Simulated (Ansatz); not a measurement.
# CdS (Hawleyite) (F-43m) in Ansatz: reference runs

Aim: a first look at CdS (Hawleyite) with PBE, on the cell as given and on a disturbed one.

Program: Ansatz 0.2.0. These are calculated values, not measurements. Logs are shortened: lines on timing, memory, paths and dates and some standing lists are left out, and cuts for length are marked.

### 1 The structure

Symmetry: F-43m, No. 216, cubic system. Conventional cell: a = 5.833 Å, b = 5.833 Å, c = 5.833 Å, α = 90.00°, β = 90.00°, γ = 90.00°. Around Cd (site symmetry -43m) lie 4 S at 2.53 Å. Around S (site symmetry -43m) lie 4 Cd at 2.53 Å.

### 2 Single point, PBE

Contents of input.yaml:

```yaml
crystal:
  lattice:
    - [0.0, 2.9165, 2.9165]
    - [2.9165, 0.0, 2.9165]
    - [2.9165, 2.9165, 0.0]
  atoms:
    - { symbol: Cd, position: [0.0, 0.0, 0.0] }
    - { symbol: S, position: [0.75, 0.75, 0.75] }
hamiltonian:
  xc: pbe
  pseudopotentials: { kind: paw }
kpoints:
  mp_grid: { grid: [8, 8, 8] }
scf:
  occupations: { method: fermi_dirac, width: 0.05 }
output:
  forces: true
  stress: true
  eigenvalues: true
```

Potentials or basis: Ansatz PAW.

Run with:

```console
$ ansatz run input.yaml --threads 1 --pin off --max-ram 2560MiB --backend cpu --events-out ev --progress --plain --runs-dir out
```

The program printed:

```text
Warning: RAYON_NUM_THREADS=1 ignored (pool sized by the plan → 1); use --threads N
Engine: ansatz 0.2.0, aarch64-unknown-linux-gnu
Pseudopotentials: kind: paw
Pseudopotential: Cd, paw, valence charge 20, recommended cutoff 420 eV (normal), Cd.paw.azcp
Pseudopotential: S, paw, valence charge 6, recommended cutoff 420 eV (normal), S.paw.azcp
Functional definition: PBE
  parameter kappa = 0.804
  parameter beta = 0.06672455060314922
  exchange = pbe_x(kappa = kappa, mu = beta*pi^2/3)
  correlation = pbe_c(beta = beta)
Crystal: 2 atoms, lattice volume = 49.615 Å³
Basis set: ecut = 420 eV, 941 PW (Γ), exchange–correlation on 60×60×60 points (8 copies of the dense FFT grid, shifted against one another)
Bands: 17, of which v1, the nominal top of the filled ones, is band 13 counted from 1 (12 counted from 0)
Symmetry: 24 space group operations
Space group: F-43m (ITA 216), of the structure as read, at distance tolerance 3.7e-5 Å
k-points: 29 of 512 (time reversal used)
Non-local potential: Cd, projectors of the file, l = 0: 3, l = 1: 2, l = 2: 2, l = 3: 1
Non-local potential: S, projectors of the file, l = 0: 2, l = 1: 2, l = 2: 2
PAW form: soft (Blöchl's): semilocal exchange-correlation on the pseudo side does not see the compensation charge
PAW one-centre angular grid: Cd, 590 points (default); XC on 64 Gauss nodes
PAW one-centre angular grid: S, 110 points (default); XC on 64 Gauss nodes
Initial density: superposition of atomic densities (neutral atoms: chi_scale 0, normalization atom), corrected by the library's trained network
Initial wavefunctions: pseudopotential atomic-orbital guess
Functional: x = pbe(κ = 0.804, μ = 0.2195149727645171), c = pbe(β = 0.06672455060314922)
SCF iter   1: F=—  HF=-9157.807092 eV  |F-HF|=—  |Δ(HF+E_count)|=         —  Δρ=5.91e-4  dr2=2.14e-4  ethr=1.77e-3  ⟨swp⟩=5.4  Hψ=2411  notcnv=0
preconditioner: auto → none  [insulator: Δε(μ)=1.140 eV  Ē_g=12.375 eV  σ=0.050 eV  W_gap=1.00  n_scr=14 (ndim 8)  ℏωp=22.4 eV  f_vac=0.128  D(μ)=0.00/eV (n_scr^D=0)  ε∞_Penn≈4.3]
SCF iter   2: F=—  HF=-9157.807777 eV  |F-HF|=—  |Δ(HF+E_count)|=   6.84e-4  Δρ=3.28e-4  dr2=3.08e-5  ethr=8.22e-7  ⟨swp⟩=2.5  Hψ=1121  notcnv=0
SCF iter   3: F=—  HF=-9157.807796 eV  |F-HF|=—  |Δ(HF+E_count)|=   1.95e-5  Δρ=1.16e-4  dr2=3.03e-6  ethr=1.19e-7  ⟨swp⟩=2.0  Hψ=736  notcnv=0
SCF iter   4: F=—  HF=-9157.807816 eV  |F-HF|=—  |Δ(HF+E_count)|=   1.95e-5  Δρ=3.24e-5  dr2=2.42e-7  ethr=1.17e-8  ⟨swp⟩=2.0  Hψ=754  notcnv=0
iter 5 did not close the SCF: its close was put off for the readings that it lacked (scf_convergence_deferred on its scf_iter line)
SCF iter   5: F=-9157.807818 eV  HF=-9157.807818 eV  |F-HF|=4.46e-8  |Δ(HF+E_count)|=   1.93e-6  Δρ=6.77e-6  dr2=3.25e-8  ethr=9.30e-10  ⟨swp⟩=2.0  Hψ=754  notcnv=0
SCF iter   6: F=-9157.807818 eV  HF=-9157.807818 eV  |F-HF|=2.53e-9  |Δ(HF+E_count)|=   5.88e-8  Δρ=2.90e-6  dr2=2.93e-9  ethr=1.25e-10  ⟨swp⟩=2.0  Hψ=1740  notcnv=0
SCF 1 converged in 6 iterations: F = -9157.807818 eV  dr2 = 2.93e-9
SCF converged after 6 iterations
Free energy (F): -9157.807818 eV
Harris-Foulkes:  -9157.807818 eV  (|F-HF|=2.53e-9)
Internal energy: -9157.807818 eV  (E = F + TS)
E sigma→0 (E₀):  -9157.807818 eV
Entropy (-TS):   -0.000000 eV (-0.000 meV/atom)
Fermi energy:    7.521767 eV
--- Per-component energies (eV) ---
  E_band       = -506.649259
  E_kinetic    = 612.020541
  E_local      = -4012.146461  (includes V_loc(G=0)·N_el)
  E_nonlocal   = 62.144080
  E_hartree    = 1842.902181
  E_xc         = -273.989498
  E_vxc        = -309.242610  (∫ρ·V_xc dr)
  E_paw        = -4683.757375  (= ΣΔE_a)
  E_vpaw       = -545.228115  (= ΣTr[D̂ρ^β])
  E_aug_tail   = 0.000016  (compensation charges beyond the density's cutoff)
  E_ewald      = -2704.981299
  E_smearing   = -0.000000  (= −TS)
  E_closure    = -0.000000  (closes the sum)
  Σ components = -9157.807818   (vs F -9157.807818, Δ=0.00e0)
--- Forces (eV/Å), atoms counted from 1 ---
  atom   1  Cd    -0.00000000     0.00000000     0.00000000
  atom   2  S      0.00000000    -0.00000000    -0.00000000
  max |Σ_I F_I| component: 1.11e-16 eV/Å
--- Stress (GPa, compression-positive) ---
        2.848216       0.000000      -0.000000
        0.000000       2.848216       0.000000
       -0.000000       0.000000       2.848216
  P = ⅓ Tr σ = 2.8482 GPa (28.482 kbar)
--- Band table (eV; the first three rows and the last of 29) ---
  k-point 0: bands = ["-94.3869", "-55.4595", "-55.4595", "-55.4595", "-5.4554", "-0.8114", "-0.8114", "-0.8114", "-0.3308", "-0.3308", "6.9100", "6.9100", "6.9100", "8.0555", "13.4359", "13.4359", "13.4359"]
  k-point 1: bands = ["-94.3869", "-55.4596", "-55.4595", "-55.4595", "-5.3931", "-0.7889", "-0.7889", "-0.7577", "-0.3318", "-0.3318", "5.8891", "6.7883", "6.7883", "8.8912", "13.1770", "13.6335", "13.6335"]
  k-point 2: bands = ["-94.3869", "-55.4598", "-55.4596", "-55.4596", "-5.2416", "-0.7401", "-0.7401", "-0.5648", "-0.3265", "-0.3265", "4.4215", "6.5140", "6.5140", "9.6900", "13.1823", "13.9385", "13.9385"]
  k-point 28: bands = ["-94.3869", "-55.4600", "-55.4599", "-55.4598", "-4.8976", "-0.5791", "-0.5584", "-0.3701", "-0.3236", "0.2991", "3.0144", "4.6477", "4.7261", "12.3343", "12.3387", "14.1342", "14.9414"]
```

Run time: 2.3 s. Hardware: 1 thread of Arm Neoverse V1, shared host; peak memory 0.3 GiB.

Results:

```yaml
Free_energy: -9157.8078 eV
Pressure: 2.8 GPa
Band_gap_on_the_k_mesh: 1.15 eV, direct
```

### 3 Single point, PBE (atoms moved at random, drawn with an rms of 0.05 Å)

Changes to input.yaml since step 2:

```diff
@@ -6,4 +6,4 @@
   atoms:
-    - { symbol: Cd, position: [0.0, 0.0, 0.0] }
-    - { symbol: S, position: [0.75, 0.75, 0.75] }
+    - { symbol: Cd, position: [-0.010348, 0.022396, -0.0034] }
+    - { symbol: S, position: [0.748708, 0.747111, 0.749745] }
 hamiltonian:
```

Potentials or basis: Ansatz PAW.

Run with:

```console
$ ansatz run input.yaml --threads 1 --pin off --max-ram 2560MiB --backend cpu --events-out ev --progress --plain --runs-dir out
```

It took 17 s on 1 thread of Arm Neoverse V1, shared host; peak memory 0.49 GiB.

The run converged. Its results:

| Property | Result |
| --- | --- |
| Free energy | -9157.7859 eV |
| Pressure | 3.1 GPa |
| Largest force | 0.531 eV/Å |
| Band gap on the k mesh | 1.14 eV, direct |

Forces in eV/Å, atoms in the order of the input:
```
Cd  -0.367  0.248 -0.293
S    0.367 -0.248  0.293
```

Stress tensor (GPa, compression positive):
```
 3.00 -1.23  1.01
-1.23  3.10 -1.58
 1.01 -1.58  3.06
```

Levels at points of the mesh, in eV from the valence-band top:
```tsv
k point	band 10	band 11	band 12	band 13	band 14	band 15	band 16	band 17
(0.00, 0.00, 0.00)	-7.27	-0.06	0.00	0.00	1.14	6.49	6.50	6.57
(0.00, 0.00, -0.50)	-6.88	-4.39	-0.87	-0.65	2.98	6.75	7.19	7.43
(0.00, -0.50, 0.00)	-6.92	-4.59	-0.86	-0.80	3.12	7.01	7.11	7.51
(0.00, -0.50, -0.50)	-6.82	-3.96	-1.89	-1.89	3.52	4.35	9.17	10.66
(-0.50, 0.00, 0.00)	-6.88	-4.35	-0.85	-0.64	2.96	6.74	7.16	7.41
(-0.50, 0.00, -0.50)	-6.82	-3.97	-1.89	-1.88	3.53	4.34	9.17	10.70
(-0.50, -0.50, 0.00)	-6.82	-3.96	-1.89	-1.88	3.52	4.34	9.17	10.68
(-0.50, -0.50, -0.50)	-6.87	-4.32	-0.83	-0.64	2.94	6.74	7.13	7.40
```
